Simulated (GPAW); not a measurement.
# PtS2 (P-3m1) in GPAW: further runs, part 2 of 2

GPAW 26.7.0. Earlier steps stand in the parts before.

## Step 3: Band structure, PBE, spin-orbit coupling, no magnetisation

Input file run.py:

```python
import numpy as np
from ase import Atoms
from ase.dft.bandgap import bandgap
from ase.io import write
from ase.units import GPa
from gpaw import GPAW, PW
from gpaw.spinorbit import soc_eigenstates

atoms = Atoms(['Pt', 'S', 'S'],
              cell=[[3.5432, 0.0, 0.0],
                    [-1.7716, 3.0685012107, 0.0],
                    [0.0, 0.0, 5.0388]],
              scaled_positions=[[0.0, 0.0, 0.0],
                                [0.6666666667, 0.3333333333, 0.773],
                                [0.3333333333, 0.6666666667, 0.227]],
              pbc=True)

calc = GPAW(mode=PW(600),
            xc='PBE',
            kpts={'size': (7, 7, 4), 'gamma': True},
            occupations={'name': 'fermi-dirac', 'width': 0.05},
            nbands=26,
            convergence={'density': 1e-05, 'energy': 1e-05},
            maxiter=150,
            txt='gpaw.txt')
atoms.calc = calc
energy = atoms.get_potential_energy()
forces = atoms.get_forces()
stress = atoms.get_stress()
calc.write('gs.gpw')
write('result.traj', atoms)
print(f'Energy: {energy:.6f} eV')
print('Forces (eV/A):')
print(forces.round(4))
print('Stress (GPa):', (stress / GPa).round(3))
print('Fermi level:', round(calc.get_fermi_level(), 4), 'eV')
print(f'Gap: {bandgap(calc)[0]:.4f} eV, direct: {bandgap(calc, direct=True)[0]:.4f} eV')

path = atoms.cell.bandpath('GMKGALHA,LM,KH', npoints=80, eps=1e-4)
bs_calc = calc.fixed_density(kpts=path, symmetry='off', nbands=40,
                             convergence={'bands': 'CBM+6.0', 'eigenstates': 1e-6}, txt='bands.txt')
bs = bs_calc.band_structure()
bs.write('bs.json')
print(f'Gap on the path: {bandgap(bs_calc)[0]:.4f} eV')

soc = soc_eigenstates(bs_calc, theta=90, phi=45)
np.savetxt('soc_bands.dat', soc.eigenvalues(), fmt='%.4f')
mesh = soc_eigenstates('gs.gpw', theta=90, phi=45)
np.savetxt('soc_mesh.dat', mesh.eigenvalues(), fmt='%.4f')
print('Fermi level with spin-orbit coupling:', round(mesh.fermi_level, 4), 'eV')
```

Potentials or basis: GPAW PAW data sets (gpaw-data 1.2.1), pw.

On the command line:

```sh
OMP_NUM_THREADS=1 python run.py
```

gpaw.txt:

```text
__  _  _
 | _ |_)|_||  |
 |__||  | ||/\| - 26.7.0

Input parameters:
  mode=PW(ecut=600.0),
  convergence={'density': 1e-05, 'energy': 1e-05},
  kpts=MonkhorstPack(size=(7, 7, 4), gamma=True),
  maxiter=150,
  nbands=26,
  occupations=Occupations(name='fermi-dirac', width=0.05),
  xc=XC(name='PBE')

Diagonalizing LCAO Hamiltonian
Converting LCAO to pw mode

            S

         S

       Pt

Atoms  # Å, Bohr magnetons
|   | symbol |         x |        y |        z |    initial magnetic moments |
|---|--------|-----------|----------|----------|-----------------------------|
| 0 |     Pt |  0.000000 | 0.000000 | 0.000000 | ( 0.0000,  0.0000,  0.0000) |
| 1 |      S |  1.771600 | 1.022834 | 3.894992 | ( 0.0000,  0.0000,  0.0000) |
| 2 |      S | -0.000000 | 2.045667 | 1.143808 | ( 0.0000,  0.0000,  0.0000) |

Unit cell  # Å
| periodic |         x |        y |        z |  lengths |     angles |
|----------|-----------|----------|----------|----------|------------|
|      yes |  3.543200 | 0.000000 | 0.000000 | 3.543200 |  90.000000 |
|      yes | -1.771600 | 3.068501 | 0.000000 | 3.543200 |  90.000000 |
|      yes |  0.000000 | 0.000000 | 5.038800 | 5.038800 | 120.000000 |

Number of symmetries: 12
Symmetry operations  # r_c * U_cc + t_c -> r_c
|    | kind |            matrix            |
|----|------|------------------------------|
|  0 |  σ   |  1, 1, 0,  0,-1, 0,  0, 0, 1 |
|  1 |  S6  |  1, 1, 0, -1, 0, 0,  0, 0,-1 |
|  2 |  E   |  1, 0, 0,  0, 1, 0,  0, 0, 1 |
|  3 |  C2  |  1, 0, 0, -1,-1, 0,  0, 0,-1 |
|  4 |  C2  |  0, 1, 0,  1, 0, 0,  0, 0,-1 |
|  5 |  C3  |  0, 1, 0, -1,-1, 0,  0, 0, 1 |
|  6 |  S6  |  0,-1, 0,  1, 1, 0,  0, 0,-1 |
|  7 |  σ   |  0,-1, 0, -1, 0, 0,  0, 0, 1 |
|  8 |  σ   | -1, 0, 0,  1, 1, 0,  0, 0, 1 |
|  9 |  i   | -1, 0, 0,  0,-1, 0,  0, 0,-1 |
| 10 |  C3  | -1,-1, 0,  1, 0, 0,  0, 0, 1 |
| 11 |  C2  | -1,-1, 0,  0, 1, 0,  0, 0,-1 |

BZ-sampling:
  Number of BZ points: 196
  Number of IBZ points: 28

  Monkhorst-Pack size: [7, 7, 4]
  Monkhorst-Pack shift: [0.0, 0.0, 0.125]

K-points  # in reciprocal-cell coordinates
|     |                                coordinates |     weight |
|-----|--------------------------------------------|------------|
|   0 | (  0.00000000,   0.00000000,   0.00000000) | 0.00510204 |
|   1 | (  0.00000000,   0.00000000,   0.25000000) | 0.01020408 |
|   2 | (  0.00000000,   0.00000000,   0.50000000) | 0.00510204 |
|   3 | (  0.14285714,   0.00000000,  -0.25000000) | 0.03061224 |
|   4 | (  0.14285714,   0.00000000,   0.00000000) | 0.03061224 |
|   5 | (  0.14285714,   0.00000000,   0.25000000) | 0.03061224 |
|   6 | (  0.14285714,   0.00000000,   0.50000000) | 0.03061224 |
|   7 | (  0.28571429,  -0.14285714,   0.00000000) | 0.03061224 |
|   8 | (  0.28571429,  -0.14285714,   0.25000000) | 0.06122449 |
|   9 | (  0.28571429,  -0.14285714,   0.50000000) | 0.03061224 |
| ... |                                            |            |
|  27 | (  0.42857143,   0.42857143,   0.50000000) | 0.03061224 |

Plane wave coefficients: 1863
Cutoff: 600.0 eV

Spin-components: 1 (collinear spins)
Bands:           26
Projectors:      16
Spin-degeneracy: 2
Datatype:        complex128

Parallelization:
  kpt:    1
  domain: 1
  band:   1

Density:
  Valence electrons: 28.0
  Components: 1
  Grid points: [21 21 30]
  Charge: 0.0  # |e|

Potential:
  Grid points: [21 21 30]

species:
  Pt:
    name:    Platinum
    Z:       78.0
    valence: 16
    core:    62
    charge:  0.0  # [|e|]
    compensation charges:
      type: gauss
      rc: 0.41  # [Å]
      lmax: 2
    cutoffs:
      filter: 2.26  # [Å]
      core: 2.26  # [Å]
    projectors
    | kind |    occ | energy [eV] | rcut [Å] |
    |------|--------|-------------|----------|
    |   6s |  1.000 |      -5.628 |    1.307 |
    |   5p |  6.000 |     -56.051 |    1.371 |
    |   6p |  0.000 |      -0.845 |    1.371 |
    |   5d |  9.000 |      -6.153 |    1.307 |
    |    s |        |      21.583 |    1.307 |
    |    d |        |      21.058 |    1.307 |

    Using partial waves for Pt as LCAO basis

  S:
    name:    Sulfur
    Z:       16.0
    valence: 6
    core:    10
    charge:  0.0  # [|e|]
    compensation charges:
      type: gauss
      rc: 0.24  # [Å]
      lmax: 2
    cutoffs:
      filter: 1.77  # [Å]
      core: 1.66  # [Å]
    projectors
    | kind |    occ | energy [eV] | rcut [Å] |
    |------|--------|-------------|----------|
    |   3s |  2.000 |     -17.254 |    0.974 |
    |   3p |  4.000 |      -7.008 |    0.979 |
    |    s |        |       9.957 |    0.974 |
    |    p |        |      20.203 |    0.979 |
    |    d |        |       0.000 |    0.900 |

    Using partial waves for S as LCAO basis

Reference energy: -522090.602563  # eV

eigensolver:
  PPCG
  Converge bands: occupied
  niter=2

density mixing:
  MSR1-Mixer
  Pratt-step length: 0.05
  Maximum mixing coefficient: 0.75
  Old densities: 10
  SVD Regularization: 0.005
  Good broyden scale: 1.0
  Trust region scale: 1.0
  Backstep threshold: 4.0
  History deletion threshold: 6.0
  Fourier metric: weight=20.0, sigma=0.015

occupation numbers:
  Fermi-Dirac:
    width: 0.0500  # eV

poisson solver:
  ecut: 4800.0  # eV

xc functional:
  name: PBE with 2 nearest neighbor stencil

convergence criteria:
[... 6 lines left out ...]
|iter     | |      energy | eigst |  dens |
|---------|-|-------------|-------|-------|
|iter:   1| |  -17.023084 | +0.36 |       |
|iter:   2| |  -16.487481 | -1.67 | -1.05 |
|iter:   3| |  -15.531340 | -1.57 | -1.13 |
|iter:   4| |  -15.508871 | -3.24 | -1.61 |
|iter:   5| |  -15.494990 | -3.27 | -1.82 |
|iter:   6| |  -15.495039 | -4.70 | -2.77 |
|iter:   7| |  -15.495117c| -5.07 | -3.23 |
|iter:   8| |  -15.495120c| -6.66 | -4.03 |
|iter:   9| |  -15.495120c| -7.57c| -4.52 |
|iter:  10| |  -15.495120c| -7.86c| -5.09c|

Converged in 10 steps
Energy contributions relative to reference atoms: (reference = -522090.602563)

Energy contributions:
  Kinetic:          12.474240
  Coulomb:         -13.201994
  Zero:             -0.301925
  External:          0.000000
  Xc:              -14.465429
  Entropy:          -0.000026
  Spinorbit:         0.000000
  ----------------------------
  Free energy:     -15.495133
  Extrapolated:    -15.495120

dipole moment: (-6.144604, -10.642767, -17.476536)  # |e|*Ang

Fermi level: 7.764
Eigenvalues  # (at kpt = [0.000, 0.000, 0.000])
| band index |      eig [eV] | occ [0-2] |
|------------|---------------|-----------|
|          0 |       -46.522 |     2.000 |
|        ... |               |           |
|          6 |         0.377 |     2.000 |
|          7 |         0.495 |     2.000 |
|          8 |         3.395 |     2.000 |
|          9 |         3.395 |     2.000 |
|         10 |         5.600 |     2.000 |
|         11 |         6.270 |     2.000 |
[... 8 lines left out ...]
|         20 |        19.346 |     0.000 |
|         21 |        19.922 |     0.000 |
|        ... |               |           |
|         25 |        21.131 |     0.000 |

Gap: 0.810 eV
Transition (v -> c):
  (s=0, k=4, n=13, [0.14, 0.00, 0.00]) -> (s=0, k=10, n=14, [0.29, 0.00, -0.25])
Direct/indirect transitions are different
Direct gap: 0.980 eV
Transition at: (s=0, k=10, n=13, [0.29, 0.00, -0.25])

Forces  # eV/Ang
|        x |        y |        z |
|----------|----------|----------|
| -0.00000 |  0.00000 |  0.00000 |  # Pt   0
|  0.00000 |  0.00000 | -1.29107 |  # S    1
|  0.00000 | -0.00000 |  1.29107 |  # S    2

Stress tensor  # eV/Ang^3
|         x |         y |         z |
|-----------|-----------|-----------|
| -0.076947 |  0.000000 |  0.000000 |
|  0.000000 | -0.076947 | -0.000000 |
|  0.000000 | -0.000000 | -0.066379 |

# Writing to gs.gpw (mode='')
```

Run time: 74 s. Hardware: 1 thread of Arm Neoverse V2, shared host; peak memory 0.36 GiB.

What came out:

* Free energy: -15.4951 eV
* Pressure: 11.8 GPa
* Largest force: 1.291 eV/Å
* Band gap on the k mesh: 0.86 eV, indirect (least direct gap 1.01 eV)
* Band gap along the path: 0.99 eV, indirect (least direct gap 1.53 eV)

Forces in eV/Å, atoms in the order of the input:
```
Pt   0.000  0.000  0.000
S    0.000  0.000 -1.291
S    0.000  0.000  1.291
```

Levels at the corners of the path, in eV from the valence-band top:
```csv
point,band 25,band 26,band 27,band 28,band 29,band 30,band 31,band 32
Γ,-0.94,-0.94,-0.11,-0.11,2.30,2.30,2.64,2.64
M,-2.91,-2.91,-2.16,-2.16,1.80,1.80,2.86,2.86
K,-1.53,-1.53,-1.36,-1.36,0.99,0.99,1.19,1.19
Γ,-0.94,-0.94,-0.11,-0.11,2.30,2.30,2.64,2.64
A,-1.15,-1.15,-0.85,-0.85,2.77,2.77,3.11,3.11
L,-2.45,-2.45,-1.31,-1.31,2.05,2.05,2.43,2.43
H,-1.86,-1.86,-1.74,-1.74,2.24,2.24,2.26,2.26
A,-1.15,-1.15,-0.85,-0.85,2.77,2.77,3.11,3.11
L,-2.45,-2.45,-1.31,-1.31,2.05,2.05,2.43,2.43
M,-2.91,-2.91,-2.16,-2.16,1.80,1.80,2.86,2.86
K,-1.53,-1.53,-1.36,-1.36,0.99,0.99,1.19,1.19
H,-1.86,-1.86,-1.74,-1.74,2.24,2.24,2.26,2.26
```

Caveat: spin-orbit coupling was added after a scalar SCF, so levels and gaps hold it while energy, forces, pressure and moments don't; this program's spin-orbit splittings come out too wide for heavy elements.
